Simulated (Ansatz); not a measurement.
Crystal: BAs.

```
CELL_PARAMETERS angstrom
3.23587 0.00000 0.00000
0.00000 3.23587 0.00000
0.00000 0.00000 3.23587
ATOMIC_POSITIONS crystal
B 0.00000 0.00000 0.00000
As 0.50000 0.50000 0.50000
```

The cell was built by a generator and needn't be a form met in nature.

Base run:

| Quantity | Value |
| --- | --- |
| Program | Ansatz 0.2.0 |
| Functional | LDA |
| Potentials or basis | Ansatz PAW |
| Cutoff | 420 eV (not typed: the program's choice for these potentials) |
| k mesh | 8 × 8 × 8 |
| Occupations | fermi-dirac, width 0.05 eV |
| Spin | no spin polarisation |

Its results: band gap on the k mesh none (metal or under the smearing width); pressure -18.8 GPa.

Task: The run is repeated on the same cell with these changes: functional from LDA to PBEsol. What comes out?

Result: Band gap on the k mesh none (metal or under the smearing width); pressure -17.7 GPa.

PBEsol binds less tightly than LDA, so the same cell stands under more pressure.

Caveats: the PAW data sets come from PBE, with cores solved anew for the run's functional, which leaves a small shift of forces and pressure.
